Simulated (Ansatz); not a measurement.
# In: band structure with r2SCAN

The system is In.

```
CELL_PARAMETERS angstrom
-1.62547 1.62547 2.47370
1.62547 -1.62547 2.47370
1.62547 1.62547 -2.47370
ATOMIC_POSITIONS crystal
In 0.00000 0.00000 0.00000
```

```
Program                             : Ansatz 0.2.0
Task                                : band structure
Functional                          : r2SCAN
Potentials or basis                 : Ansatz PAW
Cutoff                              : 500 eV (not typed: the program's choice for these potentials)
k mesh                              : 11 × 11 × 11
Occupations                         : fermi-dirac, width 0.05 eV
Spin                                : no spin polarisation
Path                                : [["G", "X", "Y", "S", "G", "Z", "S1", "N", "P", "Y1", "Z"], ["X", "P"]]
Points for each segment of the path : 14
```

The pressure is 0.2 GPa. The band gap on the k mesh is none (metal or under the smearing width).

Stress tensor (GPa, compression positive):
```
 0.38  0.00  0.00
 0.00  0.38  0.00
 0.00  0.00 -0.06
```

Levels at the corners of the path, in eV from the Fermi level:
| point | band 5 | band 6 | band 7 | band 8 | band 9 | band 10 |
| --- | --- | --- | --- | --- | --- | --- |
| Γ | -15.09 | -10.08 | 11.11 | 11.11 | 11.34 | 12.09 |
| X | -14.88 | -2.23 | -1.60 | 3.62 | 4.15 | 7.52 |
| Y | -14.97 | -1.63 | -0.42 | 0.03 | 1.42 | 13.67 |
| S | -15.00 | -2.56 | -1.39 | -0.59 | 6.44 | 9.42 |
| Γ | -15.09 | -10.08 | 11.11 | 11.11 | 11.34 | 12.09 |
| Z | -14.95 | -3.00 | -2.94 | 4.94 | 4.94 | 8.38 |
| S1 | -15.00 | -2.56 | -1.39 | -0.59 | 6.44 | 9.42 |
| N | -14.96 | -4.51 | -3.63 | 7.92 | 9.65 | 11.79 |
| P | -14.88 | -1.16 | -0.21 | -0.21 | 1.87 | 13.22 |
| Y1 | -14.97 | -1.63 | -0.42 | 0.03 | 1.42 | 13.67 |
| Z | -14.95 | -3.00 | -2.94 | 4.94 | 4.94 | 8.38 |
| X | -14.88 | -2.23 | -1.60 | 3.62 | 4.15 | 7.52 |
| P | -14.88 | -1.16 | -0.21 | -0.21 | 1.87 | 13.22 |

Run time: 5 s on 2 threads of Arm Neoverse V1, with other jobs on the host, peak memory 0.39 GiB.

Caveat: spin-orbit coupling is left out, which moves the levels of the heavy elements; the PAW data sets come from PBE, with cores solved anew for the run's functional, which leaves a small shift of forces and pressure.
